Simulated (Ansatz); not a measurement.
Space group P4_2/nmc:1 (No. 137). a = 3.604 Å, b = 3.604 Å, c = 5.264 Å, α = 90.00°, β = 90.00°, γ = 90.00°
```json
{"atom": "Hf", "site": "2a", "symmetry": "-4m2", "x": "0.5000", "y": "0.5000", "z": "0.5000"}
{"atom": "O", "site": "4d", "symmetry": "2mm.", "x": "0.0000", "y": "0.5000", "z": "0.6933"}
```

Equation of state of this HfO2 structure (not necessarily the ground state), with shape and atoms relaxed at each volume where symmetry leaves them free. Theory: DFT PBE, scalar-relativistic, plane waves, PAW (Ansatz).

Cutoff 420 eV; k points 6×6×4 on the computed 6-atom cell (Γ-centred); Gaussian smearing, width 0.02 eV; no spin polarisation.

```json
{"V (Å³/atom)": "10.030", "E − E(largest V) (meV/atom)": "69.25", "P (GPa)": "31.10", "gap on mesh (eV)": "4.47"}
{"V (Å³/atom)": "10.372", "E − E(largest V) (meV/atom)": "13.99", "P (GPa)": "20.96", "gap on mesh (eV)": "4.53"}
{"V (Å³/atom)": "10.714", "E − E(largest V) (meV/atom)": "-21.50", "P (GPa)": "12.56", "gap on mesh (eV)": "4.59"}
{"V (Å³/atom)": "11.055", "E − E(largest V) (meV/atom)": "-40.66", "P (GPa)": "5.67", "gap on mesh (eV)": "4.67"}
{"V (Å³/atom)": "11.397", "E − E(largest V) (meV/atom)": "-46.49", "P (GPa)": "0.02", "gap on mesh (eV)": "4.67"}
{"V (Å³/atom)": "11.739", "E − E(largest V) (meV/atom)": "-41.58", "P (GPa)": "-4.52", "gap on mesh (eV)": "4.68"}
{"V (Å³/atom)": "12.081", "E − E(largest V) (meV/atom)": "-28.10", "P (GPa)": "-8.09", "gap on mesh (eV)": "4.69"}
{"V (Å³/atom)": "12.537", "E − E(largest V) (meV/atom)": "0.00", "P (GPa)": "-11.54", "gap on mesh (eV)": "4.72"}
```

Question: Fit a third-order Birch–Murnaghan equation to E(V).

Answer: V0 = 11.40 Å³/atom, B0 = 165 GPa, B0' = 6.2.

Spin-orbit coupling is left out, which matters for the bands of heavy elements.

This form isn't the usual stable structure of the compound.